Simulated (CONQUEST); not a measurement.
Ag:

```
CELL_PARAMETERS angstrom
2.88888 0.00000 0.00000
0.00000 2.88888 0.00000
0.00000 0.00000 4.08550
ATOMIC_POSITIONS crystal
Ag 0.00000 0.00000 0.00000
Ag 0.50000 0.50000 0.50000
```

Base run:

| Item | Value |
| --- | --- |
| Program | CONQUEST 1.3 |
| Functional | PBE |
| Potentials or basis | PseudoDojo NC PBE, SZ, grid cutoff 120 Ha |
| k mesh | 9 × 9 × 7 |
| Occupations | fermi-dirac, width 0.05 eV |
| Spin | no spin polarisation |

Its results: band gap on the k mesh none (metal or under the smearing width); pressure 19.7 GPa.

Q: The run is repeated on the same cell with these changes: potentials or basis from PseudoDojo NC PBE, SZ, grid cutoff 120 Ha to PseudoDojo NC PBE, DZP, grid cutoff 120 Ha. What comes out?

A: Band gap on the k mesh none (metal or under the smearing width); pressure 5.0 GPa.

Caveats: the basis of atomic orbitals isn't converged, which shifts pressures, moduli and gaps; the real-space grid breaks the cell's symmetry a little; the atomic basis is small (some runs); the box holds several primitive cells, so bands are folded and the points are those of the box's own zone (some runs); so large a pressure means that the cell lies far from this level's equilibrium, or that cutoff or potentials fall short (some runs).
